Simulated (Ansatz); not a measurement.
**Structure relaxation of Ag**

The calculation used DFT PBE, scalar-relativistic, plane waves, PAW in Ansatz.

The start puts Ag on the sites of a reported C cell (P6_3/mmc, No. 194), at a guessed volume.

Input of the last, converged step (default PAW datasets):

```yaml
crystal:
  lattice:
    - [2.8857766383, 0.0, 0.0]
    - [-1.4428883191, 2.4991558784, 0.0]
    - [0.0, 0.0, 20.8128327625]
  atoms:
    - { symbol: Ag, position: [0.0, 0.0, 0.0665995391] }
    - { symbol: Ag, position: [0.0, 0.0, 0.5665995391] }
    - { symbol: Ag, position: [0.0, 0.0, 0.4334004609] }
    - { symbol: Ag, position: [0.0, 0.0, 0.9334004609] }
    - { symbol: Ag, position: [0.3333333333, 0.6666666667, 0.1834189079] }
    - { symbol: Ag, position: [0.6666666667, 0.3333333333, 0.6834189079] }
    - { symbol: Ag, position: [0.3333333333, 0.6666666667, 0.3165810921] }
    - { symbol: Ag, position: [0.6666666667, 0.3333333333, 0.8165810921] }
basis:
  ecutwfc: 420
kpoints:
  mp_grid: { grid: [15, 15, 2] }
hamiltonian:
  xc: pbe
scf:
  occupations: { method: gaussian, width: 0.1 }
output:
  forces: true
  stress: true
  eigenvalues: true
relax:
  adjacent_minimum: "off"
  f_tol: 0.01
  max_steps: 80
  cell: { stress_tol: 0.05 }
```

It can be run as:

```bash
ansatz run input.yaml --threads 1 --pin off --backend cpu --events-out ev --progress --plain --runs-dir out  # memory cap (--max-ram) not shown
```

The program printed at the end:

```
SCF converged after 4 iterations
Free energy (F): -60723.642693 eV
Harris-Foulkes:  -60723.642693 eV  (|F-HF|=1.46e-11)
Internal energy: -60723.630017 eV  (E = F + TS)
E sigma→0 (E₀):  -60723.636355 eV
Entropy (-TS):   -0.012677 eV (-1.585 meV/atom)
Fermi energy:    15.403432 eV
--- Per-component energies (eV) ---
  E_band       = -2149.935633
  E_kinetic    = 4216.460738
  E_local      = -19091.135756  (includes V_loc(G=0)·N_el)
  E_nonlocal   = 641.072766
  E_hartree    = 8627.138879
  E_xc         = -1476.700646
  E_vxc        = -1876.028012  (∫ρ·V_xc dr)
  E_paw        = -31217.419996  (= ΣΔE_a)
  E_vpaw       = -3294.585442  (= ΣTr[D̂ρ^β])
  E_aug_tail   = 0.002552  (compensation charges beyond the density's cutoff)
  E_ewald      = -22423.048554
  E_smearing   = -0.012677  (= −TS)
  E_closure    = 0.000000  (closes the sum)
  Σ components = -60723.642693   (vs F -60723.642693, Δ=0.00e0)
--- Forces (eV/Å), atoms counted from 1 ---
  atom   1  Ag     0.00000000     0.00000000     0.00101226
  atom   2  Ag     0.00000000     0.00000000     0.00101226
  atom   3  Ag     0.00000000     0.00000000    -0.00101226
  atom   4  Ag     0.00000000     0.00000000    -0.00101226
  atom   5  Ag     0.00000000     0.00000000    -0.00111088
  atom   6  Ag     0.00000000     0.00000000    -0.00111088
  atom   7  Ag     0.00000000     0.00000000     0.00111088
  atom   8  Ag     0.00000000     0.00000000     0.00111088
  max |Σ_I F_I| component: 2.89e-18 eV/Å
--- Stress (GPa, compression-positive) ---
       -0.022169       0.000000       0.000000
        0.000000      -0.022169       0.000000
        0.000000       0.000000       0.018946
  P = ⅓ Tr σ = -0.0085 GPa (-0.085 kbar)
--- Relaxed structure (3 steps of the walk, 2 accepted, 1 SCFs on fresh bases) ---
  F+E_penalty+E_count = -60723.64269322 eV   max|allowed force component| = 1.111e-3 eV/Å   (the final SCF, on the basis selected at the relaxed cell)
  cell:  # Å, volume = 149.7555 Å³
    - [2.882079, 0.000000, 0.0]
    - [-1.441040, 2.495954, 0.0]
    - [0.0, 0.0, 20.818058]
  atoms:
    - { symbol: Ag, position: [0.000000, 0.000000, 0.066685] }
    - { symbol: Ag, position: [0.000000, 0.000000, 0.566685] }
    - { symbol: Ag, position: [0.000000, 0.000000, 0.433315] }
    - { symbol: Ag, position: [0.000000, 0.000000, 0.933315] }
    - { symbol: Ag, position: [0.333333, 0.666667, 0.183328] }
    - { symbol: Ag, position: [0.666667, 0.333333, 0.683328] }
    - { symbol: Ag, position: [0.333333, 0.666667, 0.316672] }
    - { symbol: Ag, position: [0.666667, 0.333333, 0.816672] }
```

Absolute energies hang on the potentials; compare differences alone.

The result has space group P6_3/mmc (No. 194). Around Ag on Wyckoff site e (4 atoms of the primitive cell) lie 10 Ag at 2.78–2.94 Å; Ag on Wyckoff site f (4 atoms of the primitive cell) has 10 Ag at 2.78–2.94 Å.

It lies 0.10 eV/atom above the element's standard state at the same level.

The k mesh leaves about 4 meV/atom of noise in metals.

A structure relaxed within its symmetry needn't be a true minimum.